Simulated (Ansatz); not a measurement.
How far is PAW off for AlNi?

```
Al Ni
1.0
     2.85219    0.00000    0.00000
     0.00000    2.85219    0.00000
     0.00000    0.00000    2.88100
Al Ni
1 1
Direct
  0.00000 0.00000 0.00000
  0.50000 0.50000 0.50000
```

Atom numbers follow the list: Al1, Ni2.

Conventional cell: a = 2.852 Å, b = 2.852 Å, c = 2.881 Å, α = 90.00°, β = 90.00°, γ = 90.00°. Around Al (atom 1) lie 8 Ni at 2.48 Å. Around Ni (atom 2) lie 8 Al at 2.48 Å.

The cell is COD entry 9008802, as deposited and not checked against the literature; nothing was relaxed. The listed cell was then made from it by scaling, straining or moving an atom.

All numbers are computed: DFT, PBE, PAW with Ansatz's default frozen-core files, scalar-relativistic (Ansatz 0.2.0); DFT, PBE, all-electron LAPW, scalar-relativistic (Ansatz 0.2.0).

For PAW: a Γ-centred 13×13×13 k mesh, Fermi–Dirac smearing of 0.05 eV, cutoff 420 eV, spin-polarised from start moments Ni2 1.5 μB (the moments died away, and the run ended non-magnetic). LAPW targets a basis error of 0.5 meV/atom. The Ansatz runs share mesh, smearing and spin set-up. Plane-wave (PAW) pressures include the program's estimate of the Pulay term.

Stress and pressure are positive in compression.

The change that made this cell: equal xx and yy strain of -1 %.

PAW results:

```csv
quantity,PAW
pressure (GPa),5.51
stress xx (GPa),5.86
stress zz (GPa),4.80
```

(1) What does all-electron LAPW give for the same quantities?

## Answers

(1) 
```
       quantity  LAPW
 pressure (GPa)  5.45
stress xx (GPa)  5.80
stress zz (GPa)  4.74
```
